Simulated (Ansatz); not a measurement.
## MoS2 (1T sheet): how robust is the cRPA U?

What does U in MoS2 (1T sheet) depend on besides the window?

Method: constrained RPA on LDA, plane waves, PAW, in Ansatz 0.2.0.

**1. The structure**

The cell holds 3 atoms: 1 Mo and 2 S. Cell: a = 3.089 Å, b = 3.089 Å, c = 29.617 Å, α = 90.0°, β = 90.0°, γ = 120.0°. Vacuum lies along c.

The structure was relaxed with LDA. The structure was generated from a model, not taken from a measurement. The runs that relaxed it are not among those shown. The program's search for lower electronic states was switched off, so nothing shows that the state found is the lowest. The default PAW set here is soft_2. Its files were made with PBE. The Coulomb interaction is cut off across the vacuum.

**2. Base: Mo d + anion p, bands v7 to c4, 6×6×1 mesh, medium accuracy**

Constrained RPA screens the interaction with every transition except those inside the target bands, which a later many-body model would treat itself.

The input, input.yaml:

```yaml
crystal:
  lattice:
    - [0.0, 2.18434469, 2.18434469]
    - [2.18434469, -2.18434469, 0.0]
    - [17.09949059, 17.09949059, -17.09949059]
  atoms:
    - { symbol: Mo, position: [0.0, 0.0, 0.3192165679] }
    - { symbol: S, position: [0.3333333333, 0.6666666667, 0.3732627497] }
    - { symbol: S, position: [0.6666666667, 0.3333333333, 0.2651703861] }
  periodic: [true, true, false]
kpoints:
  mp_grid: { grid: [12, 12, 1] }
hamiltonian:
  xc: lda
scf:
  occupations: { method: gaussian, width: 0.08 }
  n_extra_bands: 19
  max_iter: 150
  lower_state_search: "off"
output:
  crpa:
    kmesh: [6, 6, 1]
    target_bands: [v7, c4]
    projections: [{ species: Mo, l: d, shell: 4 }, { species: S, l: p, shell: 3 }]
  local_orbitals:
    kmesh: [12, 12, 1]
    orbitals: [{ species: Mo, l: d, shell: 4 }, { species: S, l: p, shell: 3 }]
    window: { bands: [v7, c4] }
    seedname: lo
```

Started as:

```
ansatz run input.yaml --threads 4 --pin off --max-ram 14745MiB --backend cpu --events-out ev --progress --plain --runs-dir out
```

Numbers of over 12 decimals in the logs are rounded to 6 here.

Output:

```text
scf.n_extra_bands = 19 over 13 filled bands (N_el = 26.0): the run solves 32 bands
Engine: ansatz 0.2.0, aarch64-unknown-linux-gnu
Pseudopotentials: kind: paw
Pseudopotential: Mo, paw, valence charge 14, recommended cutoff 420 eV (normal), Mo.paw.azcp
Pseudopotential: S, paw, valence charge 6, recommended cutoff 420 eV (normal), S.paw.azcp
Functional definition: SPW92
  exchange = slater_x
  correlation = pw_c
Crystal: 3 atoms, lattice volume = 244.764 Å³
Basis set: ecut = 420 eV, 4755 PW (Γ)
Bands: 32, of which v1, the nominal top of the filled ones, is band 13 counted from 1 (12 counted from 0)
Symmetry: 12 space group operations
Space group: P-3m1 (ITA 164), of the structure as read, at distance tolerance 6.3e-5 Å
k-points: 19 of 144
Non-local potential: Mo, projectors of the file, l = 0: 3, l = 1: 2, l = 2: 2, l = 3: 1
Non-local potential: S, projectors of the file, l = 0: 2, l = 1: 2, l = 2: 2
PAW form: soft (Blöchl's): semilocal exchange-correlation on the pseudo side does not see the compensation charge
PAW frozen core: Mo, regenerated for the run's functional, and the local potential with it (the file was generated under x = pbe(κ = 0.804, μ = 0.219515), c = pbe(β = 0.066725))
PAW frozen core: S, regenerated for the run's functional, and the local potential with it (the file was generated under x = pbe(κ = 0.804, μ = 0.219515), c = pbe(β = 0.066725))
PAW one-centre angular grid: Mo, 590 points (default); XC on 64 Gauss nodes
PAW one-centre angular grid: S, 110 points (default); XC on 64 Gauss nodes
Initial density: superposition of atomic densities (neutral atoms: chi_scale 0, normalization atom), corrected by the library's trained network
Initial wavefunctions: pseudopotential atomic-orbital guess
Functional: x = slater, c = lda
SCF iter   1: F=—  HF=-6583.923601 eV  |F-HF|=—  |Δ(HF+E_count)|=         —  Δρ=3.26e-3  dr2=1.70e-2  ethr=1.77e-3  ⟨swp⟩=13.1  Hψ=5503  notcnv=0  defer=170
preconditioner: auto → LDOS  [metal: Δε(μ)=0.021 eV  Ē_g=13.928 eV  σ=0.080 eV  W_gap=0.14  n_scr=16 (ndim 8)  ℏωp=10.1 eV  f_vac=0.759  D(μ)=1.90/eV (n_scr^D=10)  β→1.0]
SCF iter   2: F=—  HF=-6583.922582 eV  |F-HF|=—  |Δ(HF+E_count)|=   1.02e-3  Δρ=1.13e-3  dr2=2.26e-3  ethr=6.55e-5  ⟨swp⟩=3.6  Hψ=1293  notcnv=0  defer=238
SCF iter   3: F=—  HF=-6583.921927 eV  |F-HF|=—  |Δ(HF+E_count)|=   6.55e-4  Δρ=3.36e-4  dr2=4.29e-4  ethr=8.69e-6  ⟨swp⟩=3.5  Hψ=864  notcnv=0  defer=238
SCF iter   4: F=—  HF=-6583.921858 eV  |F-HF|=—  |Δ(HF+E_count)|=   6.89e-5  Δρ=8.18e-5  dr2=1.33e-5  ethr=1.65e-6  ⟨swp⟩=2.6  Hψ=547  notcnv=0  defer=238
SCF iter   5: F=—  HF=-6583.921865 eV  |F-HF|=—  |Δ(HF+E_count)|=   6.41e-6  Δρ=1.68e-5  dr2=3.19e-7  ethr=5.13e-8  ⟨swp⟩=3.1  Hψ=832  notcnv=0  defer=238
[...]
Harris-Foulkes:  -6583.921865 eV  (|F-HF|=4.73e-8)
Internal energy: -6583.915835 eV  (E = F + TS)
E sigma→0 (E₀):  -6583.918850 eV
Entropy (-TS):   -0.006030 eV (-2.010 meV/atom)
Fermi energy:    -5.294684 eV
--- Per-component energies (eV) ---
  E_band       = -582.287774
  E_kinetic    = 658.984321
  E_local      = -45829.344335  (includes V_loc(G=0)·N_el)
  E_nonlocal   = 206.682170
  E_hartree    = 22472.651241
  E_xc         = -376.102164
  E_vxc        = -405.643624  (∫ρ·V_xc dr)
  E_paw        = -4226.927414  (= ΣΔE_a)
  E_vpaw       = -158.264793  (= ΣTr[D̂ρ^β])
  E_aug_tail   = 0.000026  (compensation charges beyond the density's cutoff)
  E_ewald      = 20509.361109
  E_core_change = 0.779211  (= ΣΔE_core)
  E_smearing   = -0.006030  (= −TS)
  E_closure    = 0.000000  (closes the sum)
  Σ components = -6583.921865   (vs F -6583.921865, Δ=0.00e0)
--- Band table (eV; the first three rows and the last of 19) ---
  k-point 0: bands = [... 9 lower, -8.5380, -6.5776, -6.1672, -6.1672, -5.2068, -5.2068, -1.8911, -1.8911, ... 15 higher]
  k-point 1: bands = [... 9 lower, -8.0990, -6.8512, -6.5311, -6.4780, -5.1137, -4.8748, -2.2934, -1.9554, ... 15 higher]
  k-point 2: bands = [... 9 lower, -8.3258, -7.5592, -6.9926, -6.5766, -4.9973, -4.4864, -2.8288, -2.0231, ... 15 higher]
  k-point 18: bands = [... 9 lower, -9.2655, -9.2504, -9.2504, -4.8795, -4.8795, -4.1710, -1.9057, -1.9057, ... 15 higher]
  the weakly bound empty levels are not read free of the cell's end (no_gap_told)
--- cRPA (band scheme, projected local orbitals): target bands 7..17 (1-based), 11 Wannier function(s), 6×6×1 mesh, 34 bands' worth read of 39 solved, ecut_chi 136.0 eV, v(q+G=0) probe_charge, pair densities all_electron ---
  bands read: the sum over 34 bands ends inside a degenerate multiplet in 2 slots, whose members it reads at an even weight; the widest, k=14: bands 34 to 35 (counted from 1) at 1/2 each
  χ-basis size per q: N_G = 819..909
  window electrons = 14.0000, filled by tetrahedron_uncorrected; constrained ε̄⁻¹(q = 0, 0) head = 0.814285; min gauge Gram eig = 0.5701
  Kanamori averages over each shell's own Wannier functions (sites counted from 0, functions from 1):
  Each shell's averages of U are screened by what lies outside the whole window alone: parameters of one model of all the shells.
    Site 0, 4D, 5 of 5 d orbitals (Wannier functions 1, 2, 3, 4, 5; wannier90's mr 1, 2, 3, 4, 5):
      screened: U = 6.6231 eV, U' = 5.8531 eV, J = 0.3690 eV
      screened, to within: U = 2.0e-2 eV, U' = 2.0e-2 eV, J = 6.1e-4 eV
      bare: V = 13.3388 eV, V' = 12.3160 eV, J = 0.4875 eV
    Site 1, 3P, 3 of 3 p orbitals (Wannier functions 6, 7, 8; wannier90's mr 1, 2, 3):
      screened: U = 6.6971 eV, U' = 5.7492 eV, J = 0.4625 eV
      screened, to within: U = 1.7e-2 eV, U' = 1.7e-2 eV, J = 1.0e-3 eV
      bare: V = 12.5183 eV, V' = 11.0994 eV, J = 0.6838 eV
    Site 2, 3P, 3 of 3 p orbitals (Wannier functions 9, 10, 11; wannier90's mr 1, 2, 3):
      screened: U = 6.6971 eV, U' = 5.7492 eV, J = 0.4625 eV
      screened, to within: U = 1.7e-2 eV, U' = 1.7e-2 eV, J = 1.0e-3 eV
      bare: V = 12.5183 eV, V' = 11.0994 eV, J = 0.6838 eV
  Hermiticity witness max|P − P†| over intra, direct and exchange elements: 1.15e-14 eV (screened), 8.44e-17 eV (bare)
  Reality witness max|Im| over intra, direct and exchange elements: 5.71e-12 eV (screened), 1.48e-11 eV (bare)
[key lines of the parts left out:]
SCF converged after 6 iterations
Free energy (F): -6583.921865 eV
```

It took 4.9 min on 4 threads of Arm Neoverse V1, shared host; peak memory 1.8 GiB; 19 min of CPU time.

Numbers from this step:

| Quantity | Value |
| --- | --- |
| U | 6.623 eV |
| U prime (inter-orbital) | 5.853 eV |
| J | 0.3690 eV |
| bare V | 13.34 eV |
| bare J | 0.4875 eV |
| stated bound on U | 0.01919 eV |
| U over bare V | 0.4965 |
| electrons in the window | 14 |
| head of the constrained inverse dielectric matrix | 0.8143 |
| least eigenvalue of the projection's overlap | 0.5701 |
| target functions | 11 |
| bands in the sums | 34 |
| r.m.s. miss of the model bands | 0.004309 eV |
| width of the target bands | 11.79 eV |
| weight of the projected orbitals in the window | 0.9315 |

On the Mo d shell, screening brings the on-site interaction from 13.3 eV down to U = 6.62 eV.

**3. Changed: 9×9×1 mesh**

Changes to input.yaml since step 2:

```diff
@@ -21,9 +21,4 @@
   crpa:
-    kmesh: [6, 6, 1]
+    kmesh: [9, 9, 1]
     target_bands: [v7, c4]
     projections: [{ species: Mo, l: d, shell: 4 }, { species: S, l: p, shell: 3 }]
-  local_orbitals:
-    kmesh: [12, 12, 1]
-    orbitals: [{ species: Mo, l: d, shell: 4 }, { species: S, l: p, shell: 3 }]
-    window: { bands: [v7, c4] }
-    seedname: lo
```

Output:

```text
[...]
Crystal: 3 atoms, lattice volume = 244.764 Å³
Basis set: ecut = 420 eV, 4755 PW (Γ)
Bands: 32, of which v1, the nominal top of the filled ones, is band 13 counted from 1 (12 counted from 0)
[... 1 set-up line as in the run before ...]
[...]
k-points: 19 of 144
[...]
SCF iter   1: F=—  HF=-6583.923601 eV  |F-HF|=—  |Δ(HF+E_count)|=         —  Δρ=3.26e-3  dr2=1.70e-2  ethr=1.77e-3  ⟨swp⟩=13.1  Hψ=5503  notcnv=0  defer=170
[...]
SCF iter   6: F=-6583.921865 eV  HF=-6583.921865 eV  |F-HF|=4.73e-8  |Δ(HF+E_count)|=   7.24e-7  Δρ=5.18e-6  dr2=7.68e-8  ethr=3.85e-10  ⟨swp⟩=20.7  Hψ=6159  notcnv=0
SCF 1 converged in 6 iterations: F = -6583.921865 eV  dr2 = 7.68e-8
[...]
NSCF: frozen V_eff on 12 k-points
[...]
cRPA screening: q 1/81
cRPA screening: q 2/81
cRPA screening: q 6/81 (q-point 3)
cRPA screening: q 10/81 (q-point 4)
cRPA screening: q 14/81 (q-point 5)
[...]
k-point 2: bands = [... 9 lower, -8.3258, -7.5592, -6.9926, -6.5766, -4.9973, -4.4864, -2.8288, -2.0231, ... 15 higher]
  k-point 18: bands = [... 9 lower, -9.2655, -9.2504, -9.2504, -4.8795, -4.8795, -4.1710, -1.9057, -1.9057, ... 15 higher]
  the weakly bound empty levels are not read free of the cell's end (no_gap_told)
[...]
χ-basis size per q: N_G = 819..909
[...]
screened: U = 6.6061 eV, U' = 5.8388 eV, J = 0.3676 eV
      screened, to within: U = 1.9e-2 eV, U' = 1.9e-2 eV, J = 5.8e-4 eV
      bare: V = 13.2913 eV, V' = 12.2716 eV, J = 0.4859 eV
    Site 1, 3P, 3 of 3 p orbitals (Wannier functions 6, 7, 8; wannier90's mr 1, 2, 3):
      screened: U = 6.6830 eV, U' = 5.7367 eV, J = 0.4615 eV
      screened, to within: U = 1.6e-2 eV, U' = 1.6e-2 eV, J = 9.3e-4 eV
      bare: V = 12.4901 eV, V' = 11.0730 eV, J = 0.6827 eV
    Site 2, 3P, 3 of 3 p orbitals (Wannier functions 9, 10, 11; wannier90's mr 1, 2, 3):
      screened: U = 6.6830 eV, U' = 5.7367 eV, J = 0.4615 eV
      screened, to within: U = 1.6e-2 eV, U' = 1.6e-2 eV, J = 9.3e-4 eV
      bare: V = 12.4901 eV, V' = 11.0730 eV, J = 0.6827 eV
[...]
[key lines of the parts left out:]
SCF converged after 6 iterations
Free energy (F): -6583.921865 eV
Fermi energy:    -5.294684 eV
```

The job ended after 19 min (4 threads; peak memory 1.9 GiB).

This step gave:

- U: 6.606 eV
- U prime (inter-orbital): 5.839 eV
- J: 0.3676 eV
- bare V: 13.29 eV
- bare J: 0.4859 eV
- stated bound on U: 0.01805 eV
- U over bare V: 0.4970
- electrons in the window: 14.00
- head of the constrained inverse dielectric matrix: 0.8345
- least eigenvalue of the projection's overlap: 0.5360
- target functions: 11
- bands in the sums: 34
- width of the target bands: 11.79 eV
- weight of the projected orbitals in the window: 0.9315

On the Mo d shell, screening brings the on-site interaction from 13.3 eV down to U = 6.61 eV.

**4. Changed: sums over states on smooth products**

Changes to input.yaml since step 3:

```diff
@@ -21,4 +21,8 @@
   crpa:
-    kmesh: [9, 9, 1]
+    kmesh: [6, 6, 1]
     target_bands: [v7, c4]
     projections: [{ species: Mo, l: d, shell: 4 }, { species: S, l: p, shell: 3 }]
+    accuracy: sum_over_states
+    pair_densities: pseudo
+    n_empty_bands: 26
+    ecut_chi: 136
```

Output:

```text
[...]
Crystal: 3 atoms, lattice volume = 244.764 Å³
Basis set: ecut = 420 eV, 4755 PW (Γ)
Bands: 32, of which v1, the nominal top of the filled ones, is band 13 counted from 1 (12 counted from 0)
[... 1 set-up line as in the run before ...]
[...]
k-points: 19 of 144
[...]
screened: U = 7.1990 eV, U' = 6.2656 eV, J = 0.4459 eV
      bare: V = 13.3388 eV, V' = 12.3160 eV, J = 0.4875 eV
    Site 1, 3P, 3 of 3 p orbitals (Wannier functions 6, 7, 8; wannier90's mr 1, 2, 3):
      screened: U = 7.1887 eV, U' = 6.0329 eV, J = 0.5614 eV
      bare: V = 12.5183 eV, V' = 11.0994 eV, J = 0.6838 eV
    Site 2, 3P, 3 of 3 p orbitals (Wannier functions 9, 10, 11; wannier90's mr 1, 2, 3):
      screened: U = 7.1887 eV, U' = 6.0329 eV, J = 0.5614 eV
      bare: V = 12.5183 eV, V' = 11.0994 eV, J = 0.6838 eV
[...]
[key lines of the parts left out:]
SCF converged after 6 iterations
Free energy (F): -6583.921865 eV
Fermi energy:    -5.294684 eV
```

Wall time 24 s (4 threads); peak memory 0.72 GiB; 89 s of CPU time.

This variant gives U = 7.20 eV against 6.62 eV. It is a finite sum over empty states with no bound on its error and stays out of the table below.

**5. Changed: sums over states**

Changes to input.yaml since step 4:

```diff
@@ -25,3 +25,2 @@
     accuracy: sum_over_states
-    pair_densities: pseudo
     n_empty_bands: 26
```

Output:

```text
[...]
Crystal: 3 atoms, lattice volume = 244.764 Å³
Basis set: ecut = 420 eV, 4755 PW (Γ)
Bands: 32, of which v1, the nominal top of the filled ones, is band 13 counted from 1 (12 counted from 0)
[... 1 set-up line as in the run before ...]
[...]
k-points: 19 of 144
[...]
screened: U = 7.1437 eV, U' = 6.2557 eV, J = 0.4237 eV
      bare: V = 13.3388 eV, V' = 12.3160 eV, J = 0.4875 eV
    Site 1, 3P, 3 of 3 p orbitals (Wannier functions 6, 7, 8; wannier90's mr 1, 2, 3):
      screened: U = 7.1641 eV, U' = 6.0238 eV, J = 0.5539 eV
      bare: V = 12.5183 eV, V' = 11.0994 eV, J = 0.6838 eV
    Site 2, 3P, 3 of 3 p orbitals (Wannier functions 9, 10, 11; wannier90's mr 1, 2, 3):
      screened: U = 7.1641 eV, U' = 6.0238 eV, J = 0.5539 eV
      bare: V = 12.5183 eV, V' = 11.0994 eV, J = 0.6838 eV
[...]
[key lines of the parts left out:]
SCF converged after 6 iterations
Free energy (F): -6583.921865 eV
Fermi energy:    -5.294684 eV
```

Elapsed: 41 s, on 4 threads; peak memory 0.81 GiB.

This variant gives U = 7.14 eV against 6.62 eV. It is a finite sum over empty states with no bound on its error and stays out of the table below.

**6. Changed: spin-orbit coupling, which the program doesn't serve**

This step: constrained RPA on LDA with spin-orbit coupling, plane waves, PAW.

Changes to input.yaml since step 5:

```diff
@@ -19,2 +19,5 @@
   lower_state_search: "off"
+magnetization:
+  noncollinear: true
+  spin_orbit: true
 output:
@@ -24,4 +27 @@
     projections: [{ species: Mo, l: d, shell: 4 }, { species: S, l: p, shell: 3 }]
-    accuracy: sum_over_states
-    n_empty_bands: 26
-    ecut_chi: 136
```

Output:

```text
Error: output.crpa with magnetization.noncollinear: true — the cRPA pipeline runs scalar-band solve channels only (unpolarised or collinear) — spinor oscillator elements are not implemented; use a collinear or unpolarised deck, or drop the output.crpa: request
```

It took 0.03 s on 4 threads; peak memory 0.034 GiB.

The program refused the input before any cycle.

The program's message: “Error: output.crpa with magnetization.noncollinear: true — the cRPA pipeline runs scalar-band solve channels only (unpolarised or collinear) — spinor oscillator elements are not implemented; use a col …”

The fault put into this input: spin-orbit coupling, which the program doesn't serve.

**7. Changed: PBE**

This step: constrained RPA on PBE, plane waves, PAW.

Changes to input.yaml since step 6:

```diff
@@ -13,3 +13,3 @@
 hamiltonian:
-  xc: lda
+  xc: pbe
 scf:
@@ -19,5 +19,2 @@
   lower_state_search: "off"
-magnetization:
-  noncollinear: true
-  spin_orbit: true
 output:
```

Output:

```text
[...]
Crystal: 3 atoms, lattice volume = 244.764 Å³
Basis set: ecut = 420 eV, 4755 PW (Γ)
Bands: 32, of which v1, the nominal top of the filled ones, is band 13 counted from 1 (12 counted from 0)
[... 1 set-up line as in the run before ...]
[...]
k-points: 19 of 144
[...]
screened: U = 6.7654 eV, U' = 5.8134 eV, J = 0.4672 eV
      screened, to within: U = 1.8e-2 eV, U' = 1.8e-2 eV, J = 1.0e-3 eV
      bare: V = 12.5562 eV, V' = 11.1330 eV, J = 0.6902 eV
    Site 2, 3P, 3 of 3 p orbitals (Wannier functions 9, 10, 11; wannier90's mr 1, 2, 3):
      screened: U = 6.7654 eV, U' = 5.8134 eV, J = 0.4672 eV
      screened, to within: U = 1.8e-2 eV, U' = 1.8e-2 eV, J = 1.0e-3 eV
      bare: V = 12.5562 eV, V' = 11.1330 eV, J = 0.6902 eV
[...]
[key lines of the parts left out:]
SCF converged after 6 iterations
Free energy (F): -6761.899763 eV
Fermi energy:    -5.045607 eV
```

The job ended after 4.7 min (4 threads; peak memory 1.8 GiB).

This step gave:

| Property | Result |
| --- | --- |
| U | 6.688 eV |
| U prime (inter-orbital) | 5.914 eV |
| J | 0.3712 eV |
| bare V | 13.40 eV |
| bare J | 0.4899 eV |
| stated bound on U | 0.01964 eV |
| U over bare V | 0.4993 |
| electrons in the window | 14.00 |
| head of the constrained inverse dielectric matrix | 0.8161 |
| least eigenvalue of the projection's overlap | 0.5838 |
| target functions | 11 |
| bands in the sums | 34 |
| width of the target bands | 11.82 eV |
| weight of the projected orbitals in the window | 0.9329 |

On the Mo d shell, screening brings the on-site interaction from 13.4 eV down to U = 6.69 eV.

**8. Changed: potentials**

This step: constrained RPA on LDA, plane waves, PAW.

Changes to input.yaml since step 7:

```diff
@@ -13,3 +13,4 @@
 hamiltonian:
-  xc: pbe
+  xc: lda
+  pseudopotentials: { kind: paw, source: ansatz }
 scf:
```

Output:

```text
[...]
Crystal: 3 atoms, lattice volume = 244.764 Å³
Basis set: ecut = 510 eV, 6445 PW (Γ)
Bands: 32, of which v1, the nominal top of the filled ones, is band 13 counted from 1 (12 counted from 0)
[... 1 set-up line as in the run before ...]
[...]
k-points: 19 of 144
[...]
screened: U = 6.6926 eV, U' = 5.7458 eV, J = 0.4619 eV
      screened, to within: U = 2.4e-2 eV, U' = 2.4e-2 eV, J = 1.5e-3 eV
      bare: V = 12.5194 eV, V' = 11.1005 eV, J = 0.6838 eV
    Site 2, 3P, 3 of 3 p orbitals (Wannier functions 9, 10, 11; wannier90's mr 1, 2, 3):
      screened: U = 6.6926 eV, U' = 5.7458 eV, J = 0.4619 eV
      screened, to within: U = 2.4e-2 eV, U' = 2.4e-2 eV, J = 1.5e-3 eV
      bare: V = 12.5194 eV, V' = 11.1005 eV, J = 0.6838 eV
[...]
[key lines of the parts left out:]
SCF converged after 8 iterations
Free energy (F): -6584.647768 eV
Fermi energy:    -5.295523 eV
```

It took 6.6 min on 4 threads; peak memory 2.2 GiB.

Numbers from this step:

| Quantity | Value |
| --- | --- |
| U | 6.618 eV |
| U prime (inter-orbital) | 5.849 eV |
| J | 0.3683 eV |
| bare V | 13.34 eV |
| bare J | 0.4871 eV |
| stated bound on U | 0.02429 eV |
| U over bare V | 0.4962 |
| electrons in the window | 14 |
| head of the constrained inverse dielectric matrix | 0.8142 |
| least eigenvalue of the projection's overlap | 0.5697 |
| target functions | 11 |
| bands in the sums | 34 |
| width of the target bands | 11.80 eV |
| weight of the projected orbitals in the window | 0.9313 |

On the Mo d shell, screening brings the on-site interaction from 13.3 eV down to U = 6.62 eV.

**9. Side by side**

Times are wall times on 4 threads of Arm Neoverse V1, shared host, good to a factor of about two.

| run | bare V (eV) | U (eV) | J (eV) | bound on U (eV) | width (eV) | time |
| --- | --- | --- | --- | --- | --- | --- |
| target window | 13.34 | 6.623 | 0.369 | 0.0192 | 11.79 | 4.9 min |
| 9×9×1 mesh | 13.29 | 6.606 | 0.368 | 0.0180 | 11.79 | 19 min |
| PBE | 13.40 | 6.688 | 0.371 | 0.0196 | 11.82 | 4.7 min |
| potentials | 13.34 | 6.618 | 0.368 | 0.0243 | 11.80 | 6.6 min |

**10. Outcome**

```
target window : U 6.62 eV, J 0.37 eV
9×9×1 mesh    : U 6.61 eV, J 0.37 eV
PBE           : U 6.69 eV, J 0.37 eV
potentials    : U 6.62 eV, J 0.37 eV
```

**Reading.** 9×9×1 mesh moves U by −0.02 eV (within the solver's bounds, for the mean over orbitals) at 3.9 times the time. PBE moves U by +0.07 eV. Potentials moves U by −0.005 eV (within the solver's bounds, for the mean over orbitals). The printed bound covers the solver alone, not the mesh. The parent state is non-magnetic and the interaction static (zero frequency); U depends on the window and the orbitals, so it belongs to this model alone. A window that holds the anion p bands defines a model with explicit ligands; its U belongs to that model and is not the U of DFT+U.

[Paths, hosts, dates, memory and timing lines, banners, echoed tables and standing remarks are left out of the program output.]

[Logs are printed without paths, hosts, clocks, repeated set-up lines and the standing remarks that a program may print on its own settings, such as how far it seeks lower states.]

[Runs of the session that timed out or met a known fault of the program may be left out.]

[Hosts, paths, dates, database ids (printed as entryN), source tags and the programs' standing remarks are cut or masked in the printed files.]
